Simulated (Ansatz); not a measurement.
# CoO (R-3m) in Ansatz: a series of runs

One crystal, CoO, is run at these levels: PBE, LDA; tasks: single point, relaxation of cell and atoms.

Everything below comes from runs of Ansatz 0.2.0. Logs are shortened: lines on timing, memory, paths and dates and some standing lists are left out, and cuts for length are marked.

## Step 1: The structure

It takes space group R-3m (No. 166, trigonal). Conventional cell: a = 3.011 Å, b = 3.011 Å, c = 7.320 Å, α = 90.00°, β = 90.00°, γ = 120.00°. Around Co (site symmetry -3m) lie 6 O at 2.12 Å. O (site symmetry -3m) is surrounded by 6 Co at 2.12 Å.

The cell is a database's computed one.

## Step 2: Single point, PBE, collinear spin, ferromagnetic start

input.yaml

```yaml
crystal:
  lattice:
    - [1.5054695445, 0.8691832468, 2.4399269062]
    - [-1.5054695445, 0.8691832468, 2.4399269062]
    - [0.0, -1.7383664936, 2.4399269062]
  atoms:
    - { symbol: Co, position: [0.0, 0.0, 0.0], spin: 2.0 }
    - { symbol: O, position: [0.5, 0.5, 0.5] }
hamiltonian:
  xc: pbe
  pseudopotentials: { kind: paw }
magnetization:
  spin_polarized: true
kpoints:
  mp_grid: { grid: [11, 11, 11] }
scf:
  occupations: { method: gaussian, width: 0.011 }
output:
  forces: true
  stress: true
  eigenvalues: true
  write_density: true
  write_potential: true
  elf: true
  volumetric_format: npy
```

Potentials or basis: Ansatz PAW.

Started as:

```sh
ansatz run input.yaml --threads 2 --pin off --max-ram 5632MiB --backend cpu --events-out ev --progress --plain --runs-dir out
```

Standard output:

```text
Warning: RAYON_NUM_THREADS=2 ignored (pool sized by the plan → 2); use --threads N
Engine: ansatz 0.2.0, aarch64-unknown-linux-gnu
Pseudopotentials: kind: paw
Pseudopotential: Co, paw, valence charge 17, recommended cutoff 420 eV (normal), Co.paw.azcp
Pseudopotential: O, paw, valence charge 6, recommended cutoff 420 eV (normal), O.paw.azcp
Functional definition: PBE
  parameter kappa = 0.804
  parameter beta = 0.06672455060314922
  exchange = pbe_x(kappa = kappa, mu = beta*pi^2/3)
  correlation = pbe_c(beta = beta)
Crystal: 2 atoms, lattice volume = 19.156 Å³
Basis set: ecut = 420 eV, 339 PW (Γ), exchange–correlation on 48×48×48 points (8 copies of the dense FFT grid, shifted against one another)
Bands: 17, of which v1, the nominal top of the filled ones, is band 12 counted from 1 (11 counted from 0)
Symmetry: 12 space group operations
Space group: R-3m (ITA 166), of the structure as read, at distance tolerance 2.7e-5 Å
Magnetic group: BNS 166.97 (UNI 1327), of the structure as read, at distance tolerance 2.7e-5 Å
k-points: 146 of 1331
Non-local potential: Co, projectors of the file, l = 0: 3, l = 1: 2, l = 2: 3, l = 3: 1
Non-local potential: O, projectors of the file, l = 0: 2, l = 1: 2, l = 2: 1
PAW form: soft (Blöchl's): semilocal exchange-correlation on the pseudo side does not see the compensation charge
PAW one-centre angular grid: Co, 590 points (default); XC on 64 Gauss nodes
PAW one-centre angular grid: O, 110 points (default); XC on 64 Gauss nodes
Initial density: superposition of atomic densities (chi_scale 0.1, normalization cell, long waves kept (reshape's long-wave potential 0.00 eV rms))
Starting moments: Σ|m| = 2 μB on 1 of 2 sites
Initial wavefunctions: pseudopotential atomic-orbital guess
Functional: x = pbe(κ = 0.804, μ = 0.2195149727645171), c = pbe(β = 0.06672455060314922)
SCF iter   1: F=—  HF=-5691.124623 eV  |F-HF|=—  |Δ(HF+E_count)|=         —  Δρ=1.16e-1 (↑1.16e-1 ↓9.77e-2)  dr2=5.97e0  dr2_m=1.54e-1  M=2.112 μB ∫|m|=2.112 μB  β_m=0.30  ethr=3.10e-3  ⟨swp⟩=5.0  Hψ=22055  notcnv=0
Mixer restart at iter 1: flushing history
preconditioner: auto → none  [metal: Δε(μ)=0.002 eV  Ē_g=13.195 eV  σ=0.011 eV  W_gap=0.10  n_scr=8 (ndim 8)  ℏωp=32.9 eV  f_vac=0.000  D(μ)=6.42/eV (n_scr^D=168)  sad-step TF]
SCF iter   2: F=—  HF=-5691.865729 eV  |F-HF|=—  |Δ(HF+E_count)|=   7.41e-1  Δρ=9.83e-2 (↑9.83e-2 ↓7.47e-2)  dr2=4.92e-1  dr2_m=1.18e0  M=2.785 μB ∫|m|=2.786 μB  β_m=0.38  ethr=3.10e-3  ⟨swp⟩=3.0  Hψ=12387  notcnv=0  defer=244
SCF iter   3: F=—  HF=-5692.125270 eV  |F-HF|=—  |Δ(HF+E_count)|=   2.60e-1  Δρ=8.99e-2 (↑6.44e-2 ↓8.99e-2)  dr2=1.77e-1  dr2_m=9.68e-1  M=3.000 μB ∫|m|=3.003 μB  β_m=0.56  ethr=2.14e-3  ⟨swp⟩=2.2  Hψ=8780  notcnv=0  defer=268
SCF iter   4: F=—  HF=-5692.031747 eV  |F-HF|=—  |Δ(HF+E_count)|=         —  Δρ=2.20e-2 (↑2.20e-2 ↓2.18e-2)  dr2=3.47e-2  dr2_m=7.14e-2  M=2.866 μB ∫|m|=2.874 μB  β_m=0.69  ethr=7.72e-4  ⟨swp⟩=2.3  Hψ=10043  notcnv=0  defer=292
Mixer restart at iter 4: flushing history
SCF iter   5: F=—  HF=-5692.090959 eV  |F-HF|=—  |Δ(HF+E_count)|=   5.92e-2  Δρ=2.64e-2 (↑1.63e-2 ↓2.64e-2)  dr2=8.05e-2  dr2_m=5.87e-2  M=2.990 μB ∫|m|=3.003 μB  β_m=0.83  ethr=1.51e-4  ⟨swp⟩=3.0  Hψ=10229  notcnv=0  defer=289
SCF iter   6: F=—  HF=-5692.140823 eV  |F-HF|=—  |Δ(HF+E_count)|=   4.99e-2  Δρ=3.02e-2 (↑1.41e-2 ↓3.02e-2)  dr2=2.22e-1  dr2_m=1.79e-2  M=2.831 μB ∫|m|=2.844 μB  β_m=0.61  ethr=1.51e-4  ⟨swp⟩=3.0  Hψ=12931  notcnv=0  defer=279
SCF iter   7: F=—  HF=-5692.101210 eV  |F-HF|=—  |Δ(HF+E_count)|=   3.96e-2  Δρ=3.45e-3 (↑1.83e-3 ↓3.45e-3)  dr2=2.72e-3  dr2_m=1.25e-4  M=2.947 μB ∫|m|=2.963 μB  β_m=0.51  ethr=1.51e-4  ⟨swp⟩=3.0  Hψ=12502  notcnv=0  defer=255
SCF iter   8: F=—  HF=-5692.100418 eV  |F-HF|=—  |Δ(HF+E_count)|=   7.92e-4  Δρ=5.29e-4 (↑2.81e-4 ↓5.29e-4)  dr2=3.09e-5  dr2_m=1.50e-5  M=2.941 μB ∫|m|=2.956 μB  β_m=0.76  ethr=1.18e-5  ⟨swp⟩=2.4  Hψ=9044  notcnv=0  defer=255
SCF iter   9: F=—  HF=-5692.100494 eV  |F-HF|=—  |Δ(HF+E_count)|=   7.62e-5  Δρ=4.29e-4 (↑3.78e-4 ↓4.29e-4)  dr2=3.00e-6  dr2_m=2.66e-5  M=2.945 μB ∫|m|=2.961 μB  β_m=0.88  ethr=1.34e-7  ⟨swp⟩=2.0  Hψ=7671  notcnv=0  defer=255
SCF iter  10: F=—  HF=-5692.100505 eV  |F-HF|=—  |Δ(HF+E_count)|=   1.12e-5  Δρ=5.12e-4 (↑3.03e-4 ↓5.12e-4)  dr2=7.21e-6  dr2_m=2.70e-5  M=2.951 μB ∫|m|=2.967 μB  β_m=0.88  ethr=1.30e-8  ⟨swp⟩=2.1  Hψ=7535  notcnv=0  defer=255
SCF iter  11: F=-5692.100459 eV  HF=-5692.100526 eV  |F-HF|=6.72e-5  |Δ(HF+E_count)|=   2.09e-5  Δρ=6.01e-4 (↑2.56e-4 ↓6.01e-4)  dr2=7.38e-5  dr2_m=7.11e-6  M=2.950 μB ∫|m|=2.966 μB  β_m=0.88  ethr=1.30e-8  ⟨swp⟩=2.5  Hψ=9439  notcnv=0  defer=255
SCF iter  12: F=-5692.100506 eV  HF=-5692.100512 eV  |F-HF|=5.34e-6  |Δ(HF+E_count)|=   1.46e-5  Δρ=7.60e-4 (↑7.60e-4 ↓6.86e-4)  dr2=2.47e-6  dr2_m=8.92e-5  M=2.961 μB ∫|m|=2.977 μB  β_m=0.78  ethr=1.30e-8  ⟨swp⟩=2.6  Hψ=9649  notcnv=0  defer=255
SCF iter  13: F=-5692.100513 eV  HF=-5692.100512 eV  |F-HF|=4.33e-7  |Δ(HF+E_count)|=   3.56e-7  Δρ=1.16e-4 (↑6.85e-5 ↓1.16e-4)  dr2=3.16e-7  dr2_m=1.17e-6  M=2.953 μB ∫|m|=2.969 μB  β_m=0.89  ethr=1.07e-8  ⟨swp⟩=2.0  Hψ=8361  notcnv=0  defer=255
SCF iter  14: F=-5692.100514 eV  HF=-5692.100515 eV  |F-HF|=6.91e-7  |Δ(HF+E_count)|=   2.71e-6  Δρ=1.80e-4 (↑1.06e-4 ↓1.80e-4)  dr2=7.54e-7  dr2_m=3.45e-6  M=2.954 μB ∫|m|=2.971 μB  β_m=0.89  ethr=1.37e-9  ⟨swp⟩=2.0  Hψ=8354  notcnv=0  defer=255
SCF iter  15: F=-5692.100514 eV  HF=-5692.100515 eV  |F-HF|=6.68e-7  |Δ(HF+E_count)|=   1.97e-7  Δρ=2.26e-4 (↑1.86e-4 ↓2.26e-4)  dr2=7.17e-7  dr2_m=7.14e-6  M=2.954 μB ∫|m|=2.970 μB  β_m=0.88  ethr=1.37e-9  ⟨swp⟩=2.0  Hψ=8186  notcnv=0  defer=255
SCF iter  16: F=-5692.100515 eV  HF=-5692.100515 eV  |F-HF|=3.45e-9  |Δ(HF+E_count)|=         —  Δρ=3.22e-5 (↑2.45e-5 ↓3.22e-5)  dr2=1.38e-8  dr2_m=1.31e-7  M=2.953 μB ∫|m|=2.969 μB  β_m=0.88  ethr=1.37e-9  ⟨swp⟩=2.1  Hψ=7490  notcnv=0  defer=255
Mixer restart at iter 16: flushing history
SCF iter  17: F=—  HF=-5692.100515 eV  |F-HF|=—  |Δ(HF+E_count)|=   3.28e-8  Δρ=3.51e-5 (↑3.51e-5 ↓2.76e-5)  dr2=1.13e-8  dr2_m=1.67e-7  M=2.953 μB ∫|m|=2.969 μB  β_m=0.88  ethr=5.99e-11  ⟨swp⟩=2.0  Hψ=8332  notcnv=0  defer=255
SCF iter  18: F=-5692.100515 eV  HF=-5692.100515 eV  |F-HF|=2.05e-7  |Δ(HF+E_count)|=   5.40e-8  Δρ=2.81e-5 (↑2.12e-5 ↓2.81e-5)  dr2=2.14e-7  dr2_m=5.25e-9  M=2.953 μB ∫|m|=2.969 μB  β_m=0.25  ethr=4.92e-11  ⟨swp⟩=2.2  Hψ=8556  notcnv=0  defer=255
SCF iter  19: F=-5692.100515 eV  HF=-5692.100515 eV  |F-HF|=5.17e-8  |Δ(HF+E_count)|=   6.16e-8  Δρ=2.22e-5 (↑2.22e-5 ↓2.00e-5)  dr2=6.59e-8  dr2_m=5.82e-8  M=2.952 μB ∫|m|=2.969 μB  β_m=0.40  ethr=4.92e-11  ⟨swp⟩=7.5  Hψ=29989  notcnv=0
SCF iter  20: F=-5692.100515 eV  HF=-5692.100515 eV  |F-HF|=2.49e-9  |Δ(HF+E_count)|=   7.31e-9  Δρ=1.23e-5 (↑1.23e-5 ↓1.09e-5)  dr2=9.64e-10  dr2_m=2.28e-8  M=2.952 μB ∫|m|=2.969 μB  β_m=0.39  ethr=4.92e-11  ⟨swp⟩=6.7  Hψ=22265  notcnv=0
SCF iter  21: F=-5692.100515 eV  HF=-5692.100515 eV  |F-HF|=1.91e-11  |Δ(HF+E_count)|=   1.90e-9  Δρ=2.03e-6 (↑1.55e-6 ↓2.03e-6)  dr2=1.75e-10  dr2_m=4.69e-10  M=2.952 μB ∫|m|=2.969 μB  ethr=4.19e-12  ⟨swp⟩=4.2  Hψ=23583  notcnv=0
SCF 1 converged in 21 iterations: F = -5692.100515 eV  dr2 = 1.75e-10
at 2 of the mixer's solves, the last at iteration 17, it left a direction of its history that read negative out of its fit and stepped the other way along it
SCF converged after 21 iterations
Magnetization: 2.9524 μB (12.9762 up, 10.0238 down)
Absolute magnetization: 2.9687 μB (∫|ρ↑−ρ↓|, with the PAW one-centre terms)
Spin contamination: 0.0074 ħ² per cell (⟨S²⟩ above its minimum at these occupations)
Per-site moments (μB) at R_I (Å): [(2.5049581453841236, 0.876038603632342), (0.3306081436747835, 0.876038603632342)]
Free energy (F): -5692.100515 eV
Harris-Foulkes:  -5692.100515 eV  (|F-HF|=1.91e-11)
Internal energy: -5692.100275 eV  (E = F + TS)
E sigma→0 (E₀):  -5692.100395 eV
Entropy (-TS):   -0.000240 eV (-0.120 meV/atom)
Fermi energy:    14.086109 eV
--- Per-component energies (eV) ---
  E_band       = -301.914507
  E_kinetic    = 617.775070
  E_local      = -3420.401376  (includes V_loc(G=0)·N_el)
  E_nonlocal   = 514.232955
  E_hartree    = 1404.660976
  E_xc         = -228.718937
  E_vxc        = -293.946760  (∫ρ·V_xc dr)
  E_paw        = -1676.967184  (= ΣΔE_a)
  E_vpaw       = -528.899168  (= ΣTr[D̂ρ^β])
  E_aug_tail   = 0.002498  (compensation charges beyond the density's cutoff)
  E_ewald      = -2902.684276
  E_smearing   = -0.000240  (= −TS)
  E_closure    = 0.000000  (closes the sum)
  Σ components = -5692.100515   (vs F -5692.100515, Δ=0.00e0)
--- Forces (eV/Å), atoms counted from 1 ---
  atom   1  Co    -0.00000000     0.00000000    -0.00000000
  atom   2  O      0.00000000    -0.00000000     0.00000000
  max |Σ_I F_I| component: 3.16e-30 eV/Å
--- Stress (GPa, compression-positive) ---
        0.448170       0.000000      -0.000000
        0.000000       0.448170      -0.000000
       -0.000000      -0.000000      -0.413323
  P = ⅓ Tr σ = 0.1610 GPa (1.610 kbar)
--- Band table (eV; the first three rows and the last of 292) ---
  k-point 0 ↑: bands = ["-82.8394", "-46.1109", "-46.1109", "-46.0866", "-6.2704", "10.7557", "10.7557", "10.8384", "10.8384", "10.8872", "10.9204", "10.9204", "10.9862", "15.0150", "30.8167", "32.0616", "32.0616"]
  k-point 1 ↑: bands = ["-82.8392", "-46.1137", "-46.1113", "-46.0874", "-6.1835", "9.9596", "9.9622", "9.9967", "10.9643", "11.0041", "11.2741", "11.6801", "11.7062", "15.5959", "29.1745", "31.7637", "31.9381"]
  k-point 2 ↑: bands = ["-82.8384", "-46.1214", "-46.1124", "-46.0891", "-5.9411", "8.6853", "9.2139", "9.2544", "11.1164", "11.1592", "11.4909", "12.5217", "12.5369", "16.7959", "26.9934", "30.6662", "30.7985"]
  k-point 145 ↓: bands = ["-79.7524", "-43.1254", "-43.0984", "-43.0965", "-4.4150", "6.5152", "9.2145", "9.3323", "13.9278", "13.9533", "14.2193", "16.4513", "16.7708", "19.8883", "24.2050", "27.2000", "28.0843"]
```

It took 21 s on 2 threads of Arm Neoverse V1, shared host; peak memory 0.36 GiB.

Results:

```
Free energy            : -5692.1005 eV
Pressure               : 0.2 GPa
Band gap on the k mesh : none (metal or under the smearing width)
Net moment             : 2.95 μB per cell
Absolute moment        : 2.97 μB per cell
Site moments           : Co +2.50; O +0.33 μB
```

Caveat: the pressure holds a Pulay correction of +0.7 GPa for the finite cutoff; a cell with one magnetic atom can't hold antiferromagnetic order, which such compounds often take; semilocal functionals often make such compounds metallic where correlation or magnetic order opens a gap, which also shifts bond lengths. With open d or f shells a metallic result of PBE can be an artefact of self-interaction; +U or a hybrid may open a gap.

(Part 1 of 3 ends here.)
